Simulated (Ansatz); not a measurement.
# TiH: one candidate structure, part 2 of 2

Aim: relax TiH from this start, zinc blende type (F-43m, No. 216), and see where it ends.

Ansatz 0.2.0; DFT r2SCAN, scalar-relativistic, plane waves, PAW. The steps go on from the part before.

### 4 Full relaxation (candidate A)

Contents of input.yaml:

```yaml
crystal:
  lattice:
    - [0.0, 2.1635935558, 2.1635935558]
    - [2.1635935558, 0.0, 2.1635935558]
    - [2.1635935558, 2.1635935558, 0.0]
  atoms:
    - { symbol: Ti, position: [0.0, 0.0, 0.0] }
    - { symbol: H, position: [0.25, 0.25, 0.25] }
basis:
  ecutwfc: 500
kpoints:
  mp_grid: { grid: [22, 22, 22] }
hamiltonian:
  xc: r2scan
scf:
  occupations: { method: gaussian, width: 0.1 }
output:
  forces: true
  stress: true
  eigenvalues: true
  write_density: true
  write_potential: true
  elf: true
  volumetric_format: npy
relax:
  adjacent_minimum: "off"
  f_tol: 0.01
  max_steps: 80
  cell: { stress_tol: 0.05 }
```

Started as:

```console
ansatz run input.yaml --threads 1 --pin off --max-ram 2560MiB --backend cpu --events-out ev --progress --plain --runs-dir out
```

Output:

```text
Warning: RAYON_NUM_THREADS=1 ignored (pool sized by the plan → 1); use --threads N
Engine: ansatz 0.2.0, x86_64-unknown-linux-gnu
Pseudopotentials: kind: paw
Pseudopotential: Ti, paw, valence charge 12, recommended cutoff 500 eV (meta_gga), Ti.paw.azcp
Pseudopotential: H, paw, valence charge 1, recommended cutoff 500 eV (meta_gga), H.paw.azcp
Functional definition: r2SCAN
  parameter k0 = 0.174
  parameter k1 = 0.065
  parameter a1 = 4.9479
  exchange = r2scan_x(k0 = k0, k1 = k1, a1 = a1)
  correlation = r2scan_c
Crystal: 2 atoms, lattice volume = 20.256 Å³
Basis set: ecut = 500 eV, 531 PW (Γ), exchange–correlation on 96×96×96 points (64 copies of the dense FFT grid, shifted against one another)
Bands: 11, of which v1, the nominal top of the filled ones, is band 7 counted from 1 (6 counted from 0)
Symmetry: 24 space group operations
Space group: F-43m (ITA 216), of the structure as read, at distance tolerance 2.7e-5 Å
k-points: 328 of 10648 (time reversal used)
Non-local potential: Ti, projectors of the file, l = 0: 3, l = 1: 2, l = 2: 3, l = 3: 1
Non-local potential: H, projectors of the file, l = 0: 2, l = 1: 1
PAW form: soft (Blöchl's): semilocal exchange-correlation on the pseudo side does not see the compensation charge
PAW frozen core: Ti, regenerated for the run's functional (the file was generated under x = pbe(κ = 0.804, μ = 0.2195149727645171), c = pbe(β = 0.06672455060314922))
PAW one-centre angular grid: Ti, 590 points (default); XC on 160 Gauss nodes
PAW one-centre angular grid: H, 302 points (default); XC on 160 Gauss nodes
Initial density: superposition of atomic densities (neutral atoms: chi_scale 0, normalization atom), corrected by the library's trained network
Initial wavefunctions: pseudopotential atomic-orbital guess
Functional: x = r2scan, c = r2scan; τ floored in thin density (d = 2e-4 eV/Å³)
SCF iter   1: F=—  HF=-2521.029963 eV  |F-HF|=—  |Δ(HF+E_count)|=         —  Δρ=2.04e-2  dr2=8.43e-2  dr2_τ=1.60e-2  ethr=1.77e-3  ⟨swp⟩=4.5  Hψ=19575  notcnv=0
preconditioner: auto → none  [metal: Δε(μ)=0.002 eV  Ē_g=6.874 eV  σ=0.100 eV  W_gap=0.01  n_scr=8 (ndim 8)  ℏωp=18.4 eV  f_vac=0.000  D(μ)=1.51/eV (n_scr^D=14)  sad-step TF]
SCF iter   2: F=—  HF=-2521.031376 eV  |F-HF|=—  |Δ(HF+E_count)|=   1.41e-3  Δρ=6.42e-3  dr2=8.67e-3  dr2_τ=7.26e-4  ethr=6.49e-4  ⟨swp⟩=3.0  Hψ=9174  notcnv=0  defer=98
SCF iter   3: F=—  HF=-2521.030199 eV  |F-HF|=—  |Δ(HF+E_count)|=   1.18e-3  Δρ=1.53e-3  dr2=1.89e-4  dr2_τ=7.64e-5  ethr=6.67e-5  ⟨swp⟩=2.2  Hψ=5895  notcnv=0  defer=98
SCF iter   4: F=—  HF=-2521.030505 eV  |F-HF|=—  |Δ(HF+E_count)|=   3.06e-4  Δρ=4.67e-4  dr2=1.73e-5  dr2_τ=3.50e-6  ethr=1.45e-6  ⟨swp⟩=2.0  Hψ=5306  notcnv=0  defer=98
SCF iter   5: F=—  HF=-2521.030529 eV  |F-HF|=—  |Δ(HF+E_count)|=   2.36e-5  Δρ=9.87e-5  dr2=7.57e-7  dr2_τ=1.24e-7  ethr=1.33e-7  ⟨swp⟩=2.0  Hψ=5306  notcnv=0  defer=98
SCF iter   6: F=-2521.030530 eV  HF=-2521.030530 eV  |F-HF|=2.16e-9  |Δ(HF+E_count)|=   1.31e-6  Δρ=5.83e-6  dr2=6.94e-9  dr2_τ=5.12e-10  ethr=7.69e-10  ⟨swp⟩=9.9  Hψ=24256  notcnv=0
SCF 1 converged in 6 iterations: F = -2521.030530 eV  dr2 = 6.94e-9
relax step   1: F+E_penalty+E_count = -2521.03052991 eV  Δ(F+E_penalty+E_count) = +0.000e0 eV  max|allowed force component| = 3.867e-18 eV/Å  Δτ_max = 0.0000 Å  P = -0.483 GPa  Ω = 20.256 Å³  (6 SCF iters, dr2 threshold 1.00e-7 eV, accepted)
Crystal: 2 atoms, lattice volume = 20.134 Å³
Initial density: handed on by an earlier stage of this run
Initial wavefunctions: those handed on with the density
iter 1 solved again at ethr=6.78e-7 eV; its pass at ethr=3.10e-3 eV (dr2=8.81e-5 eV) is discarded
SCF iter   1: F=—  HF=-2521.030132 eV  |F-HF|=—  |Δ(HF+E_count)|=         —  Δρ=6.83e-4  dr2=9.34e-5  dr2_τ=2.68e-4  ethr=6.78e-7  ⟨swp⟩=1.9  Hψ=22989  notcnv=0
preconditioner: auto → none  [metal: Δε(μ)=0.012 eV  Ē_g=6.717 eV  σ=0.100 eV  W_gap=0.07  n_scr=8 (ndim 8)  ℏωp=18.5 eV  f_vac=0.000  D(μ)=1.55/eV (n_scr^D=14)]
SCF iter   2: F=—  HF=-2521.030674 eV  |F-HF|=—  |Δ(HF+E_count)|=   5.42e-4  Δρ=3.30e-4  dr2=1.52e-5  dr2_τ=1.69e-6  ethr=6.78e-7  ⟨swp⟩=2.0  Hψ=5752  notcnv=0
SCF iter   3: F=—  HF=-2521.030671 eV  |F-HF|=—  |Δ(HF+E_count)|=   3.76e-6  Δρ=1.18e-4  dr2=1.86e-6  dr2_τ=1.50e-7  ethr=1.17e-7  ⟨swp⟩=2.8  Hψ=5785  notcnv=0
SCF iter   4: F=-2521.030671 eV  HF=-2521.030671 eV  |F-HF|=4.36e-8  |Δ(HF+E_count)|=   4.56e-7  Δρ=1.35e-5  dr2=1.69e-8  dr2_τ=5.83e-9  ethr=1.54e-9  ⟨swp⟩=5.5  Hψ=17804  notcnv=0
SCF 2 converged in 4 iterations: F = -2521.030671 eV  dr2 = 1.69e-8
relax step   2: F+E_penalty+E_count = -2521.03067106 eV  Δ(F+E_penalty+E_count) = -1.411e-4 eV  max|allowed force component| = 1.409e-17 eV/Å  Δτ_max = 0.0000 Å  P = +0.332 GPa  Ω = 20.134 Å³  energy of the carried Pulay correction = +8.175e-5 eV  (4 SCF iters, dr2 threshold 2.00e-7 eV, accepted)
Crystal: 2 atoms, lattice volume = 20.184 Å³
iter 1 solved again at ethr=1.11e-7 eV; its pass at ethr=3.10e-3 eV (dr2=1.45e-5 eV) is discarded
SCF iter   1: F=—  HF=-2521.030602 eV  |F-HF|=—  |Δ(HF+E_count)|=         —  Δρ=2.78e-4  dr2=1.56e-5  dr2_τ=4.39e-5  ethr=1.11e-7  ⟨swp⟩=2.1  Hψ=22481  notcnv=0
preconditioner: auto → none  [metal: Δε(μ)=0.012 eV  Ē_g=6.691 eV  σ=0.100 eV  W_gap=0.07  n_scr=8 (ndim 8)  ℏωp=18.5 eV  f_vac=0.000  D(μ)=1.56/eV (n_scr^D=14)]
SCF iter   2: F=—  HF=-2521.030689 eV  |F-HF|=—  |Δ(HF+E_count)|=   8.75e-5  Δρ=1.33e-4  dr2=2.55e-6  dr2_τ=2.85e-7  ethr=1.11e-7  ⟨swp⟩=2.0  Hψ=5756  notcnv=0
SCF iter   3: F=—  HF=-2521.030688 eV  |F-HF|=—  |Δ(HF+E_count)|=   7.31e-7  Δρ=4.64e-5  dr2=2.98e-7  dr2_τ=2.12e-8  ethr=1.96e-8  ⟨swp⟩=2.8  Hψ=5773  notcnv=0
SCF iter   4: F=-2521.030688 eV  HF=-2521.030688 eV  |F-HF|=4.89e-9  |Δ(HF+E_count)|=   2.31e-8  Δρ=4.40e-6  dr2=1.98e-9  dr2_τ=7.49e-10  ethr=1.54e-9  ⟨swp⟩=8.7  Hψ=20980  notcnv=0
SCF 3 converged in 4 iterations: F = -2521.030688 eV  dr2 = 1.98e-9
relax step   3: F+E_penalty+E_count = -2521.03068844 eV  Δ(F+E_penalty+E_count) = -1.738e-5 eV  max|allowed force component| = 1.865e-17 eV/Å  Δτ_max = 0.0000 Å  P = -0.002 GPa  Ω = 20.184 Å³  energy of the carried Pulay correction = +4.854e-5 eV  (4 SCF iters, dr2 threshold 2.00e-7 eV, accepted)
Initial wavefunctions: pseudopotential atomic-orbital guess (no wavefunctions were taken with the density)
iter 1 solved again at ethr=1.27e-9 eV; its pass at ethr=3.10e-3 eV (dr2=1.65e-7 eV) is discarded
SCF iter   1: F=—  HF=-2521.030639 eV  |F-HF|=—  |Δ(HF+E_count)|=         —  Δρ=1.08e-5  dr2=4.04e-9  dr2_τ=2.43e-8  ethr=1.27e-9  ⟨swp⟩=2.9  Hψ=29496  notcnv=0
preconditioner: auto → none  [metal: Δε(μ)=0.012 eV  Ē_g=6.694 eV  σ=0.100 eV  W_gap=0.07  n_scr=8 (ndim 8)  ℏωp=18.5 eV  f_vac=0.000  D(μ)=1.55/eV (n_scr^D=14)]
SCF iter   2: F=—  HF=-2521.030640 eV  |F-HF|=—  |Δ(HF+E_count)|=   1.24e-8  Δρ=5.63e-6  dr2=1.38e-9  dr2_τ=1.11e-9  ethr=3.11e-11  ⟨swp⟩=2.1  Hψ=4521  notcnv=0
SCF iter   3: F=—  HF=-2521.030640 eV  |F-HF|=—  |Δ(HF+E_count)|=   3.98e-9  Δρ=2.45e-6  dr2=1.21e-9  dr2_τ=6.75e-11  ethr=1.06e-11  ⟨swp⟩=2.0  Hψ=5416  notcnv=0
SCF iter   4: F=-2521.030640 eV  HF=-2521.030640 eV  |F-HF|=3.18e-12  |Δ(HF+E_count)|=  3.92e-10  Δρ=1.34e-7  dr2=2.69e-12  dr2_τ=7.17e-13  ethr=1.00e-12  ⟨swp⟩=3.9  Hψ=15481  notcnv=0
SCF 4 converged in 4 iterations: F = -2521.030640 eV  dr2 = 2.69e-12
relax step   4: F+E_penalty+E_count = -2521.03063951 eV  Δ(F+E_penalty+E_count) = +4.893e-5 eV  max|allowed force component| = 1.966e-17 eV/Å  Δτ_max = 0.0000 Å  P = -0.004 GPa  Ω = 20.184 Å³  stress off target by 3.58e-3 GPa  SCF on the basis re-selected at this cell (its energy is not comparable with the rows above)  (4 SCF iters)
basis re-selected at this cell: Δ(F+E_penalty+E_count) = +4.893e-5 eV, ΔP = -0.001 GPa vs the last step (what re-selecting the basis moved, of the pressure what is left beyond the Pulay correction that the steps carried, after the strain that the cell walked since its last selection, with what the two solves' SCF thresholds leave and, on support functions, any second-order correction that the steps lacked; it is no measure of the basis error at this ecutwfc). This SCF's stress stands 3.58e-3 GPa from its target on what of the cell is left free (relax.cell.stress_tol is 5.00e-2 GPa) and its largest allowed force component is 1.97e-17 eV/Å (relax.f_tol is 1.00e-2 eV/Å): within both
SCF converged after 4 iterations
Free energy (F): -2521.030640 eV
Harris-Foulkes:  -2521.030640 eV  (|F-HF|=3.18e-12)
Internal energy: -2521.022866 eV  (E = F + TS)
E sigma→0 (E₀):  -2521.026753 eV
Entropy (-TS):   -0.007774 eV (-3.887 meV/atom)
Fermi energy:    11.754640 eV
--- Per-component energies (eV) ---
  E_band       = -188.693034
  E_kinetic    = 286.784796
  E_local      = -866.236070  (includes V_loc(G=0)·N_el)
  E_nonlocal   = 8.012036
  E_hartree    = 349.771132
  E_xc         = -102.725458
  E_vxc        = -146.503900  (∫ρ·V_xc dr)
  E_paw        = -1056.851100  (= ΣΔE_a)
  E_vpaw       = -180.024944  (= ΣTr[D̂ρ^β])
  E_aug_tail   = -0.000374  (compensation charges beyond the density's cutoff)
  E_vtau       = 9.733198  (kinetic-family band-sum trace: ∫τ·v_τ [+ j·A + Jᵃ·Aᵃ] dr)
  E_ewald      = -1139.524370
  E_core_change = -0.253457  (= ΣΔE_core)
  E_smearing   = -0.007774  (= −TS)
  E_closure    = -0.000000  (closes the sum)
  Σ components = -2521.030640   (vs F -2521.030640, Δ=0.00e0)
--- Forces (eV/Å), atoms counted from 1 ---
  atom   1  Ti     0.00000000     0.00000000     0.00000000
  atom   2  H      0.00000000     0.00000000    -0.00000000
  max |Σ_I F_I| component: 4.86e-17 eV/Å
--- Stress (GPa, compression-positive) ---
       -0.003581       0.000000       0.000000
        0.000000      -0.003581       0.000000
        0.000000      -0.000000      -0.003581
  P = ⅓ Tr σ = -0.0036 GPa (-0.036 kbar)
--- Band table (eV; the first three rows and the last of 328) ---
  k-point 0: bands = ["-47.5681", "-22.5039", "-22.5039", "-22.5039", "2.5005", "12.2764", "12.2764", "12.2764", "14.0452", "14.0452", "18.4049"]
  k-point 1: bands = ["-47.5666", "-22.5136", "-22.5051", "-22.5051", "2.5520", "12.1851", "12.2988", "12.2988", "14.0309", "14.0309", "18.5165"]
  k-point 2: bands = ["-47.5623", "-22.5421", "-22.5086", "-22.5086", "2.7035", "11.9409", "12.3613", "12.3613", "13.9943", "13.9943", "18.8117"]
  k-point 327: bands = ["-47.4702", "-22.8378", "-22.7787", "-22.6674", "6.0131", "10.1868", "11.3426", "13.6456", "15.0156", "16.9134", "18.6588"]
--- Relaxed structure (3 steps of the walk, 3 accepted, 1 SCFs on fresh bases) ---
  F+E_penalty+E_count = -2521.03063951 eV   max|allowed force component| = 1.966e-17 eV/Å   (the final SCF, on the basis selected at the relaxed cell)
  cell:  # Å, volume = 20.1837 Å³
    - [-2.547686016447795e-34, 2.161010950741926, 2.161010950741926]
    - [2.161010950741926, -3.515806702697957e-33, 2.161010950741926]
    - [2.161010950741926, 2.161010950741926, -4.178205066974383e-33]
  atoms:
    - { symbol: Ti, position: [5.832358603564667e-34, -4.92366044275491e-34, -6.945050229046002e-34] }
    - { symbol: H, position: [0.24999999999999997, 0.24999999999999997, 0.24999999999999997] }
```

Wall time 41 s (1 thread of Intel Xeon 6975P-C (Granite Rapids), shared host); peak memory 0.55 GiB.

Relaxation path:

```
step  E - E(step 1) (eV/cell)  largest force component (eV/Å)  pressure (GPa)  volume (Å³)
   1                   0.0000                          0.0000           -0.48        20.26
   2                  -0.0001                          0.0000            0.33        20.13
   3                  -0.0002                          0.0000            0.00        20.18
   4                  -0.0001                          0.0000            0.00        20.18
```

Step 1 is the start. Step 4 repeats the geometry before it on a plane-wave basis chosen anew for that cell, so its energy need not be comparable with the rows above.

Lengths and angles in the start's conventional setting:

|  | before | after | change |
| --- | --- | --- | --- |
| a (Å) | 4.327 | 4.322 | -0.1 % |
| b (Å) | 4.327 | 4.322 | -0.1 % |
| c (Å) | 4.327 | 4.322 | -0.1 % |
| volume (Å³/atom) | 10.13 | 10.09 | -0.4 % |
| shortest distance (Å) | 1.874 | 1.871 | -0.1 % |
| space group (0.01 Å) | F-43m | F-43m | same |

Forces and stress were held to the start's 24 operations: a distortion of lower symmetry was not tested.

Axes a, b and c in the maps are those of this run's conventional cell (a, b, c = 4.322, 4.322, 4.322 Å).

Density in a lattice plane of the grid's cell (edges 4.32 and 4.32 Å, at 0.000 of the third edge), which holds Ti.

Ten even steps from '0' (0.12 e/Å³) to '9' (10.13 e/Å³):
```
986310000000000000001368
654200000000000000000245
221000000000000000000012
000000000000000000000000
000000000000000000000000
000000000000000000000000
000000000012221000000000
000000000245654200000000
000000001368986310000000
000000001479997410000000
000000001368986310000000
000000000245654200000000
000000000012221000000000
000000000000000000000000
000000000000000000000000
000000000000000000000000
221000000000000000000012
654200000000000000000245
986310000000000000001368
997410000000000000001479
```
Columns run along the first of these edges and rows up along the second, over one cell in 24 and 20 even steps from the bottom left corner. Atoms in the plane (fractional): Ti at (0.00, 0.00), Ti at (0.50, 0.50).

ELF in the same plane.

Ten even steps from ' ' (0.00) to '@' (0.63):
```
::==%%@@##--..::--++**######**++--::..--##@@%%==
%%@@@@%%++::..::==++**********++==::..::++%%@@@@
%%%%##++::..::--==++==========++==--::..::++##%%
====--::..::--====--::::::::::--====--::..::--==
........::------::..............::------::......
::::::--====--::..::--======--::..::--====--::::
======++==--::..::++##%%%%%%##++::..::--==++====
******++==::..::++%%@@@@%%@@@@%%++::..::==++****
####**++--::..--##@@%%==::==%%@@##--..::--++**##
%%####++--....--##@@**..  ..**@@##--....--++####
####**++--::..--##@@%%==::==%%@@##--..::--++**##
******++==::..::++%%@@@@%%@@@@%%++::..::==++****
======++==--::..::++##%%%%%%##++::..::--==++====
::::::--====--::..::--======--::..::--====--::::
........::------::..............::------::......
====--::..::--====--::::::::::--====--::..::--==
%%%%##++::..::--==++==========++==--::..::++##%%
%%@@@@%%++::..::==++**********++==::..::++%%@@@@
::==%%@@##--..::--++**######**++--::..--##@@%%==
  ..**@@##--....--++####%%####++--....--##@@**..
```
Columns run along the first of these edges and rows up along the second, over one cell in 24 and 20 even steps from the bottom left corner. Atoms in the plane (fractional): Ti at (0.00, 0.00), Ti at (0.50, 0.50).

Both are smooth fields of the valence electrons: close to the nuclei they are not physical.

The highest ELF values outside the cores: 1.00 at H; 0.82 between the atoms, 1.8 Å from Ti.

### 5 Changed: mp_grid.grid [28, 28, 28], occupations.method methfessel_paxton, occupations.width 0.3, n_extra_bands 16

Contents of input.yaml:

```yaml
crystal:
  lattice:
    - [0.0, 2.1610109507, 2.1610109507]
    - [2.1610109507, 0.0, 2.1610109507]
    - [2.1610109507, 2.1610109507, 0.0]
  atoms:
    - { symbol: Ti, position: [0.0, 0.0, 0.0] }
    - { symbol: H, position: [0.25, 0.25, 0.25] }
basis:
  ecutwfc: 500
kpoints:
  mp_grid: { grid: [28, 28, 28] }
hamiltonian:
  xc: r2scan
scf:
  occupations: { method: methfessel_paxton, width: 0.3 }
  n_extra_bands: 16
output:
  forces: true
  eigenvalues: true
  stress: true
```

Started as:

```console
ansatz run input.yaml --threads 1 --pin off --max-ram 2560MiB --backend cpu --events-out ev --progress --plain --runs-dir out
```

Output, shortened:

```text
Warning: RAYON_NUM_THREADS=1 ignored (pool sized by the plan → 1); use --threads N
scf.n_extra_bands = 16 over 7 filled bands (N_el = 13.0): the run solves 23 bands
[...]
[... 4 set-up lines as earlier in the session ...]
[...]
Crystal: 2 atoms, lattice volume = 20.184 Å³
Basis set: ecut = 500 eV, 531 PW (Γ), exchange–correlation on 96×96×96 points (64 copies of the dense FFT grid, shifted against one another)
Bands: 23, of which v1, the nominal top of the filled ones, is band 7 counted from 1 (6 counted from 0)
[... 2 set-up lines as earlier in the session ...]
k-points: 624 of 21952 (time reversal used)
[...]
SCF iter   6: F=-2521.027362 eV  HF=-2521.027362 eV  |F-HF|=3.49e-9  |Δ(HF+E_count)|=   1.39e-6  S|Δr|=    0.00e0  Δρ=6.52e-6  dr2=8.47e-9  dr2_τ=5.78e-10  ethr=7.69e-10  ⟨swp⟩=8.1  Hψ=70543  notcnv=0
[...]
SCF converged after 6 iterations
Stability not checked: this state was not tested for a lower state beside it, because cold or Methfessel-Paxton smearing, or corrected tetrahedra, fill the levels in a way that the test cannot read (fill_not_monotonic; see scf.lower_state_search)
Free energy (F): -2521.027362 eV
[...]
E sigma→0 (E₀):  -2521.027034 eV
Entropy (-TS):   -0.001311 eV (-0.656 meV/atom)
Fermi energy:    11.754584 eV
[...]
--- Forces (eV/Å), atoms counted from 1 ---
  atom   1  Ti     0.00000000     0.00000000    -0.00000000
  atom   2  H      0.00000000     0.00000000     0.00000000
[...]
--- Stress (GPa, compression-positive) ---
       -0.027786       0.000000       0.000000
       -0.000000      -0.027786      -0.000000
        0.000000      -0.000000      -0.027786
  P = ⅓ Tr σ = -0.0278 GPa (-0.278 kbar)
--- Band table (eV; the first three rows and the last of 624) ---
[... band rows left out ...]
[...]
```

Run time: 17 s. Hardware: 1 thread of Intel Xeon 6975P-C (Granite Rapids), shared host; peak memory 0.74 GiB.

```
    run     ending        energy change  pressure (GPa)  gap (eV)  force (eV/Å)  cycles  time
 step 4  converged                    0             0.0      0.00          0.00       -  41 s
variant  converged  -0.1 meV/atom (σ→0)             0.0      0.00          0.00       6  17 s
```

Changing the k-point mesh, smearing and band count leaves the energy as it was (-0.1 meV/atom).

### 6 What came out

The summary covers parts 1 to 2.

Formation energies count from the elements, computed with the same settings in runs not shown here.

Rows marked E are candidates relaxed earlier by the same steps.

```
candidate                                                                start  space group at the end  atoms  volume (Å³/atom)  energy above the lowest (meV/atom)  gap on the mesh (eV)  formation energy (eV/atom)
       E1  structure listed in a database for this formula (P4_2/mmc, No. 131)                P4_2/mmc      4              9.90                                 0.0                  0.00                      -0.428
       E2     structure listed in a database for this formula (Fm-3m, No. 225)                   Fm-3m      2              9.09                                56.8                  0.00                      -0.371
        A                                    zinc blende type (F-43m, No. 216)                   F-43m      2             10.09                                72.1                  0.00                      -0.356
       E3                               caesium chloride type (Pm-3m, No. 221)                   Pm-3m      2              9.33                               632.7                  0.00                      +0.205
```

In words: E1 (P4_2/mmc) is lowest, 57 meV/atom under E2. The ranking holds among these candidates alone. With -0.43 eV/atom the lowest lies under the elements, which doesn't yet make it stable against other compounds of them.
